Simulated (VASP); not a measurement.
A run of VASP 6.6.1 is set up as follows.

File INCAR:

```
SYSTEM = BiTe
ALGO = Fast
EDIFF = 1E-6
ENCUT = 520
GGA = PE
ISIF = 2
ISMEAR = 0
LASPH = .TRUE.
LCHARG = .FALSE.
LREAL = .FALSE.
LWAVE = .FALSE.
NBANDS = 18
NELM = 100
PREC = Accurate
SIGMA = 0.15
```

KPOINTS

```
k-points
0
G
  14 14 14
  0 0 0
```

POSCAR

```
BiTe
1.0
    0.0000000000      3.2350000000      3.2350000000
    3.2350000000      0.0000000000      3.2350000000
    3.2350000000      3.2350000000      0.0000000000
Bi Te
1 1
Direct
    0.0154559505     -0.0154559505     -0.0154559505
    0.5000000000      0.5000000000      0.5000000000
```

Potentials or basis: VASP PAW PBE potentials, release 64 (Bi_d, Te).

The run is started by

```console
$ cat potpaw_PBE.64/Bi_d/POTCAR potpaw_PBE.64/Te/POTCAR > POTCAR
$ mpirun -np 1 vasp_std > vasp.out
```

(1) What does it give for the pressure?

(2) Estimate the largest force.

(3) Predict the band gap on the k mesh.

Results:

(1) 0.9 GPa.

(2) 0.253 eV/Å.

(3) none (metal or under the smearing width).

Caveat: spin-orbit coupling is left out, which moves the levels of the heavy elements.
